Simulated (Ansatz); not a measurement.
Input of an Ansatz 0.2.0 run:

Contents of input.yaml:

```yaml
crystal:
  lattice:
    - [0.0, 2.702, 2.702]
    - [2.702, 0.0, 2.702]
    - [2.702, 2.702, 0.0]
  atoms:
    - { symbol: Zn, position: [0.75, 0.75, 0.75] }
    - { symbol: S, position: [0.0, 0.0, 0.0] }
kpoints:
  mp_grid: { grid: [9, 9, 9] }
scf:
  occupations: { method: fermi_dirac, width: 0.05 }
hamiltonian:
  xc: revpbe
  pseudopotentials: { kind: all_electron, lapw: { basis_error: 0.001 } }
output:
  forces: true
  stress: true
relax:
  f_tol: 0.005
  max_steps: 60
  cell: {}
```

Potentials or basis: all-electron LAPW, scalar-relativistic.

Run with:

```sh
$ ansatz run input.yaml --threads 1 --pin off --max-ram 3072MiB --backend cpu --events-out ev --progress --plain --runs-dir out
```

Predict the relaxed cell.

a = 3.884 Å, b = 3.884 Å, c = 3.884 Å, α = 60.00°, β = 60.00°, γ = 60.00°.

Predict the band gap on the k mesh.

2.03 eV.

The path:
```csv
step,energy change (eV),largest force (eV/Å),volume (Å³)
1,0.0000,0.0000,39.45
2,-0.0166,0.0000,40.53
3,-0.0207,0.0000,41.36
4,-0.0207,0.0000,41.44
5,-0.0207,0.0000,41.44
```

Caveat: an odd mesh through Γ misses points on the zone boundary, where band edges often lie. Zero-point motion and thermal expansion aren't in these numbers.
